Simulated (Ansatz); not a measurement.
# Rh: the cost of one run

Program: Ansatz 0.2.0. Level of theory: DFT r2SCAN, scalar-relativistic, plane waves, PAW. These are calculated values, not measurements.

1 further run of the same task is left out (it didn't finish). Runs told in other sessions of the task aren't counted.

## (1) Starting point

Symmetry: P6_3/mmc, No. 194, hexagonal system. Conventional cell: a = 2.704 Å, b = 2.704 Å, c = 4.349 Å, α = 90.00°, β = 90.00°, γ = 120.00°. Rh (site symmetry -6m2) is surrounded by 12 Rh at 2.68 to 2.70 Å.

Structure file:

```
Rh
1.0
     2.70364    0.00000    0.00000
    -1.35182    2.34142    0.00000
     0.00000    0.00000    4.34862
Rh
2
Cartesian
  1.3518 0.7805 3.2615
  0.0000 1.5609 1.0872
```

It goes back to an entry of the Materials Project, which need not be the stable form.

It is the result of an earlier relaxation at this level (volume 13.76 Å³/atom; gap on the mesh: none (metal)).

## (2) The reference cell

Reference values: F = -12830.4715 eV; pressure 0.10 GPa; largest force 0.000 eV/Å; gap on the mesh none (metal). It was computed beforehand with the settings of the runs below.

## (3) Harmonic modes of this cell

input.yaml reads:

```yaml
crystal:
  lattice:
    - [2.703643185, 0.0, 0.0]
    - [-1.3518215925, 2.3414236809, 0.0]
    - [0.0, 0.0, 4.3486172186]
  atoms:
    - { symbol: Rh, position: [0.6666666667, 0.3333333333, 0.75] }
    - { symbol: Rh, position: [0.3333333333, 0.6666666667, 0.25] }
basis:
  ecutwfc: 500
kpoints:
  mp_grid: { grid: [24, 24, 14] }
hamiltonian:
  xc: r2scan
scf:
  occupations: { method: gaussian, width: 0.15 }
output:
  eigenvalues: true
phonons:
  method: fd
  supercell: [1, 1, 1]
  amplitude: 0.02
  eigenvectors: true
  dielectric: false
```

Run with:

```
$ ansatz run input.yaml --threads 2 --pin off --max-ram 5120MiB --backend cpu --events-out ev --progress --plain --runs-dir out
```

What time and memory should one allow on 2 threads of Intel Xeon 6975P-C (Granite Rapids), shared host?

About 81 s, with a peak of 2 GiB.
